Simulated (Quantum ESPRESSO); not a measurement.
# How BaTe absorbs and reflects light

Aim: the dielectric function of BaTe, and the optical constants that follow from it. The cell comes from an older database entry, whose edges can differ from later determinations, mostly by under a per cent.

Program: Quantum ESPRESSO 7.5. Level of theory: DFT, PBE, plane waves with norm-conserving potentials (PseudoDojo), scalar-relativistic, independent-particle optical response without local fields and without the non-local commutator. Results are calculated unless marked as measured.

The database entry behind the starting cell differs from later determinations by our own check (about 2.5 % short), so it need not match the best structure at ambient conditions.

## (1) Set-up

The structure is cubic, space group Fm-3m (No. 225). Conventional cell: a = 6.820 Å, b = 6.820 Å, c = 6.820 Å, α = 90.00°, β = 90.00°, γ = 90.00°. Nearest to Ba lie 6 Te at 3.41 Å. Te has 6 Ba at 3.41 Å nearest. Farther neighbours and most contacts between anions are not listed.

## (2) Ground state

First the ground state: is it a metal or has it a gap?

This step: DFT, PBE, plane waves with norm-conserving potentials (PseudoDojo), scalar-relativistic, ground state (Quantum ESPRESSO 7.5).

The input, scf.in:

```
&control
  calculation = 'scf'
  prefix = 'x'
  outdir = './tmp'
  pseudo_dir = './'
  verbosity = 'high'
/
&system
  ibrav = 0
  nat = 2
  ntyp = 2
  ecutwfc = 70
  occupations = 'smearing'
  smearing = 'fd'
  degauss = 0.003675
  nbnd = 17
/
&electrons
  conv_thr = 1e-09
  electron_maxstep = 100
/
ATOMIC_SPECIES
  Ba 1.0 Ba.upf
  Te 1.0 Te.upf
CELL_PARAMETERS angstrom
  0.000000000000 3.410000000000 3.410000000000
  3.410000000000 0.000000000000 3.410000000000
  3.410000000000 3.410000000000 0.000000000000
ATOMIC_POSITIONS crystal
  Ba 0.000000000000 0.000000000000 0.000000000000
  Te 0.500000000000 0.500000000000 0.500000000000
K_POINTS automatic
  6 6 6 0 0 0
```

Launch:

```console
$ mpirun -n 4 pw.x -nk 4 -in scf.in
```

What it wrote:

```text
for quantum simulation of materials; please cite

     using ibrav=0 with symmetry is DISCOURAGED, use correct ibrav instead

     G-vector sticks info
     --------------------
     sticks:   dense  smooth     PW     G-vecs:    dense   smooth      PW
     Sum        1615    1615    451                42255    42255    6423

     Using Slab Decomposition

     bravais-lattice index     =            0
     lattice parameter (alat)  =       9.1131  a.u.
     unit-cell volume          =     535.1675 (a.u.)^3
     number of atoms/cell      =            2
     number of atomic types    =            2
     number of electrons       =        26.00
     number of Kohn-Sham states=           17
     kinetic-energy cutoff     =      70.0000  Ry
     charge density cutoff     =     280.0000  Ry
     scf convergence threshold =      1.0E-09
     mixing beta               =       0.7000
     number of iterations used =            8  plain     mixing
     Exchange-correlation= PBE
                           (   1   4   3   4   0   0   0)

     celldm(1)=   9.113144  celldm(2)=   0.000000  celldm(3)=   0.000000
     celldm(4)=   0.000000  celldm(5)=   0.000000  celldm(6)=   0.000000

     crystal axes: (cart. coord. in units of alat)
               a(1) = (   0.000000   0.707107   0.707107 )
               a(2) = (   0.707107   0.000000   0.707107 )
               a(3) = (   0.707107   0.707107   0.000000 )

     reciprocal axes: (cart. coord. in units 2 pi/alat)
               b(1) = ( -0.707107  0.707107  0.707107 )
               b(2) = (  0.707107 -0.707107  0.707107 )
               b(3) = (  0.707107  0.707107 -0.707107 )

     ./Ba.upf
     Pseudo is Norm-conserving + core correction, Zval = 10.0
     Generated using ONCVPSP code by D. R. Hamann
     Using radial grid of 1958 points,  6 beta functions with:
                l(1) =   0
                l(2) =   0
                l(3) =   1
                l(4) =   1
                l(5) =   2
                l(6) =   2

     ./Te.upf
     Pseudo is Norm-conserving + core correction, Zval = 16.0
     Generated using ONCVPSP code by D. R. Hamann
     Using radial grid of 1294 points,  6 beta functions with:
                l(1) =   0
                l(2) =   0
                l(3) =   1
                l(4) =   1
                l(5) =   2
                l(6) =   2

     atomic species   valence    mass     pseudopotential
     Ba               10.00     1.00000     Ba( 1.00)
     Te               16.00     1.00000     Te( 1.00)

     48 Sym. Ops., with inversion, found

                                    s                        frac. trans.

     [... symmetry matrices left out ...]
   Cartesian axes

     site n.     atom                  positions (alat units)
         1        Ba     tau(   1) = (   0.0000000   0.0000000   0.0000000  )
         2        Te     tau(   2) = (   0.7071068   0.7071068   0.7071068  )

   Crystallographic axes

     site n.     atom                  positions (cryst. coord.)
         1        Ba     tau(   1) = (  0.0000000  0.0000000  0.0000000  )
         2        Te     tau(   2) = (  0.5000000  0.5000000  0.5000000  )

     number of k points=    16  Fermi-Dirac smearing, width (Ry)=  0.0037
                       cart. coord. in units 2pi/alat
        k(    1) = (   0.0000000   0.0000000   0.0000000), wk =   0.0092593
        k(    2) = (   0.1178511   0.1178511  -0.1178511), wk =   0.0740741
        k(    3) = (   0.2357023   0.2357023  -0.2357023), wk =   0.0740741
        k(    4) = (  -0.3535534  -0.3535534   0.3535534), wk =   0.0370370
        k(    5) = (   0.2357023   0.0000000  -0.0000000), wk =   0.0555556
        k(    6) = (   0.3535534   0.1178511  -0.1178511), wk =   0.2222222
        k(    7) = (  -0.2357023  -0.4714045   0.4714045), wk =   0.2222222
        k(    8) = (  -0.1178511  -0.3535534   0.3535534), wk =   0.2222222
        k(    9) = (   0.0000000  -0.2357023   0.2357023), wk =   0.1111111
        k(   10) = (   0.4714045   0.0000000  -0.0000000), wk =   0.0555556
        k(   11) = (  -0.1178511  -0.5892557   0.5892557), wk =   0.2222222
        k(   12) = (  -0.0000000  -0.4714045   0.4714045), wk =   0.1111111
        k(   13) = (  -0.7071068   0.0000000   0.0000000), wk =   0.0277778
        k(   14) = (  -0.2357023  -0.4714045   0.7071068), wk =   0.2222222
        k(   15) = (  -0.1178511  -0.3535534   0.5892557), wk =   0.2222222
        k(   16) = (  -0.7071068   0.2357023   0.0000000), wk =   0.1111111

                       cryst. coord.
[...]
k(    9) = (   0.0000000   0.1666667  -0.1666667), wk =   0.1111111
        k(   10) = (  -0.0000000   0.3333333   0.3333333), wk =   0.0555556
        k(   11) = (   0.0000000   0.3333333  -0.5000000), wk =   0.2222222
        k(   12) = (   0.0000000   0.3333333  -0.3333333), wk =   0.1111111
        k(   13) = (   0.0000000  -0.5000000  -0.5000000), wk =   0.0277778
        k(   14) = (   0.1666667   0.3333333  -0.5000000), wk =   0.2222222
        k(   15) = (   0.1666667   0.3333333  -0.3333333), wk =   0.2222222
        k(   16) = (   0.1666667  -0.5000000  -0.3333333), wk =   0.1111111

     Dense  grid:    42255 G-vectors     FFT dimensions: (  50,  50,  50)

     Initial potential from superposition of free atoms

     starting charge      25.9832, renormalised to      26.0000
     Starting wfcs are   14 randomized atomic wfcs +    3 random wfcs

     Self-consistent Calculation

     iteration #  1     ecut=    70.00 Ry     beta= 0.70
     Davidson diagonalization with overlap

            62 MiB given to the printing process from OS
            34 MiB allocation reported by mallinfo(arena+hblkhd)
------------------
     ethr =  1.00E-02,  avg # of iterations =  6.6

     Threshold (ethr) on eigenvalues was too large:
     Diagonalizing with lowered threshold

     Davidson diagonalization with overlap

            68 MiB given to the printing process from OS
            39 MiB allocation reported by mallinfo(arena+hblkhd)
------------------
     ethr =  1.39E-04,  avg # of iterations =  5.4

     total energy              =    -266.14851111 Ry
     estimated scf accuracy    <       0.03317506 Ry

     iteration #  2     ecut=    70.00 Ry     beta= 0.70
     Davidson diagonalization with overlap

            80 MiB given to the printing process from OS
            46 MiB allocation reported by mallinfo(arena+hblkhd)
------------------
     ethr =  1.28E-04,  avg # of iterations =  2.5

     total energy              =    -266.15369077 Ry
     estimated scf accuracy    <       0.00430214 Ry

     iteration #  3     ecut=    70.00 Ry     beta= 0.70
     Davidson diagonalization with overlap

            82 MiB given to the printing process from OS
            48 MiB allocation reported by mallinfo(arena+hblkhd)
------------------
     ethr =  1.65E-05,  avg # of iterations =  3.8

     total energy              =    -266.15493771 Ry
     estimated scf accuracy    <       0.00039575 Ry

     iteration #  4     ecut=    70.00 Ry     beta= 0.70
     Davidson diagonalization with overlap

            83 MiB given to the printing process from OS
            49 MiB allocation reported by mallinfo(arena+hblkhd)
------------------
     ethr =  1.52E-06,  avg # of iterations =  3.9

     total energy              =    -266.15498365 Ry
     estimated scf accuracy    <       0.00001296 Ry

     iteration #  5     ecut=    70.00 Ry     beta= 0.70
     Davidson diagonalization with overlap

            85 MiB given to the printing process from OS
            50 MiB allocation reported by mallinfo(arena+hblkhd)
------------------
     ethr =  4.98E-08,  avg # of iterations =  3.2

     total energy              =    -266.15498774 Ry
     estimated scf accuracy    <       0.00000087 Ry

     iteration #  6     ecut=    70.00 Ry     beta= 0.70
     Davidson diagonalization with overlap

            86 MiB given to the printing process from OS
            51 MiB allocation reported by mallinfo(arena+hblkhd)
------------------
     ethr =  3.35E-09,  avg # of iterations =  2.5

     total energy              =    -266.15498798 Ry
     estimated scf accuracy    <          7.8E-09 Ry

     iteration #  7     ecut=    70.00 Ry     beta= 0.70
     Davidson diagonalization with overlap

            87 MiB given to the printing process from OS
            53 MiB allocation reported by mallinfo(arena+hblkhd)
------------------
     ethr =  3.00E-11,  avg # of iterations =  4.1

     total energy              =    -266.15498799 Ry
     estimated scf accuracy    <       0.00000001 Ry

     iteration #  8     ecut=    70.00 Ry     beta= 0.70
     Davidson diagonalization with overlap

            89 MiB given to the printing process from OS
            54 MiB allocation reported by mallinfo(arena+hblkhd)
------------------
     ethr =  3.00E-11,  avg # of iterations =  3.1

     End of self-consistent calculation

          k = 0.0000 0.0000 0.0000 (  5209 PWs)   bands (ev):

   -27.6224 -27.6224 -27.6104 -27.6104 -27.6104 -19.3724  -4.5291  -4.5291
    -4.5291  -2.2704   7.4380   7.4380   7.4380  10.3429  10.3429  10.3429
    10.6883

     occupation numbers
     1.0000   1.0000   1.0000   1.0000   1.0000   1.0000   1.0000   1.0000
     1.0000   1.0000   1.0000   1.0000   1.0000   0.0000   0.0000   0.0000
     0.0000

          k = 0.1179 0.1179-0.1179 (  5270 PWs)   bands (ev):

   -27.6224 -27.6224 -27.6104 -27.6104 -27.6104 -19.3673  -4.7144  -4.5323
    -4.5323  -2.0009   6.5757   7.0052   7.0052  10.4257  10.7092  10.7092
    11.7995

     occupation numbers
     1.0000   1.0000   1.0000   1.0000   1.0000   1.0000   1.0000   1.0000
     1.0000   1.0000   1.0000   1.0000   1.0000   0.0000   0.0000   0.0000
     0.0000

          k = 0.2357 0.2357-0.2357 (  5303 PWs)   bands (ev):

   -27.6225 -27.6225 -27.6104 -27.6103 -27.6103 -19.3571  -5.0088  -4.5384
    -4.5384  -1.5203   5.4569   6.4044   6.4044  10.8906  11.6567  11.6567
    13.1723

     occupation numbers
     1.0000   1.0000   1.0000   1.0000   1.0000   1.0000   1.0000   1.0000
     1.0000   1.0000   1.0000   1.0000   1.0000   0.0000   0.0000   0.0000
     0.0000

     [... further k points left out ...]

     the Fermi energy is     8.1246 ev

!    total energy              =    -266.15498799 Ry
     estimated scf accuracy    <          1.8E-10 Ry
     smearing contrib. (-TS)   =      -0.00000000 Ry
     internal energy E=F+TS    =    -266.15498799 Ry

     The total energy is F=E-TS. E is the sum of the following terms:
     one-electron contribution =    -117.44159490 Ry
     hartree contribution      =      67.74068137 Ry
     xc contribution           =     -62.75017569 Ry
     ewald contribution        =    -153.70389877 Ry

     convergence has been achieved in   8 iterations

     XML data file, charge density, pseudopotentials, collected wavefunctions

                                        0.00s GPU  (     174 calls)

=------------------------------------------------------------------------------=
   JOB DONE.
=------------------------------------------------------------------------------=
```

Wall time 7 s (4 MPI ranks of Arm Neoverse V2, shared host); peak memory 0.09 GiB.

Numbers from this step:

```
total energy           : -266.2 Ry
gap on the k-mesh      : 1.371 eV
direct gap on the mesh : 1.737 eV
```

There is a gap, 1.37 eV on this mesh (points off the mesh can give less), so no carriers' term is needed.

(Continued in part 2 of 3.)

[Machine, clock, banner and «Message from routine» lines are left out of the logs.]

[Logs are printed without paths, hosts, clocks, repeated set-up lines and the standing remarks that a program may print on its own settings, such as how far it seeks lower states.]

[Hosts, paths, dates, database ids (printed as entryN), source tags and the programs' standing remarks are cut or masked in the printed files.]
